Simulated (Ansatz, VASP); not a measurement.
# Ca in VASP and in Ansatz

```xyz
1
Lattice="0.0000 2.3144 2.3144 2.3144 0.0000 2.3144 2.3144 2.3144 0.0000" Properties=species:S:1:pos:R:3 pbc="T T T"
Ca    0.0000    0.0000    0.0000
```

Alike in both runs: functional PBE; k mesh 14 × 14 × 14; occupations fermi-dirac, width 0.05 eV; no spin polarisation.

Ansatz relaxed the structure, and its values are those at the end. VASP's run is a single point on that final structure, the one shown.

|  | VASP | Ansatz |
| --- | --- | --- |
| version | VASP 6.6.1 | Ansatz 0.2.0 |
| potentials or method | VASP PAW PBE potentials, release 64 (Ca_sv), cutoff 520 eV | all-electron LAPW, scalar-relativistic |

|  | VASP | Ansatz | Ansatz less VASP |
| --- | --- | --- | --- |
| pressure (GPa) | 21.0 | 21.0 | -0.05 |

Ansatz ran all-electron here, so the differences hold the error of VASP's frozen core and of both bases.

Caveats: so large a pressure means that the cell lies far from this level's equilibrium, or that cutoff or potentials fall short (VASP).
